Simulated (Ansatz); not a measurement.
## CuO, one cell by several methods

```xyz
2
Lattice="2.6368 0.0000 0.0000 0.0000 2.6368 0.0000 0.0000 0.0000 2.6368" Properties=species:S:1:pos:R:3 pbc="T T T"
Cu    0.0000    0.0000    0.0000
O     1.3184    1.3184    1.3184
```

Atoms are numbered in the order listed.

The conventional cell has a = 2.637 Å, b = 2.637 Å, c = 2.637 Å, α = 90.00°, β = 90.00°, γ = 90.00°. Cu (atom 1) is surrounded by 8 O at 2.28 Å. Around O (atom 2) lie 8 Cu at 2.28 Å.

The cell was built from the CsCl type and relaxed in the same program, and has space group Pm-3m; it needn't be a known or the stable phase.

Without spin polarisation or U, such a compound can come out metallic where the real one is a magnetic insulator.

Methods: DFT, PBE, PAW with Ansatz's default frozen-core files, scalar-relativistic (Ansatz 0.2.0); DFT, PBE, all-electron PAW with datasets made for the crystal, scalar-relativistic (Ansatz 0.2.0); DFT, PBE, all-electron LAPW, scalar-relativistic (Ansatz 0.2.0).

For PAW: a Γ-centred 12×12×12 k mesh, Fermi–Dirac smearing of 0.08 eV, cutoff 420 eV, no spin polarisation. The crystal-made all-electron datasets (AE datasets) take a cutoff of 360 eV at this cell. LAPW targets a basis error of 0.25 meV/atom. The Ansatz runs share mesh, smearing and spin set-up. Plane-wave (PAW) pressures include the program's estimate of the Pulay term.

Stress and pressure are positive in compression.

Levels count from the Fermi level.

```
                      quantity     PAW  AE datasets    LAPW
                pressure (GPa)    0.00        -0.02   -0.02
highest filled level at R (eV)  -1.099       -1.099  -1.099
  lowest empty level at R (eV)   0.306        0.306   0.306
highest filled level at X (eV)  -1.102       -1.101  -1.101
  lowest empty level at X (eV)   0.397        0.398   0.398
highest filled level at Γ (eV)  -1.552       -1.551  -1.551
  lowest empty level at Γ (eV)   0.673        0.676   0.676
```

PAW's pressure differs from the LAPW value by +0.02 GPa.
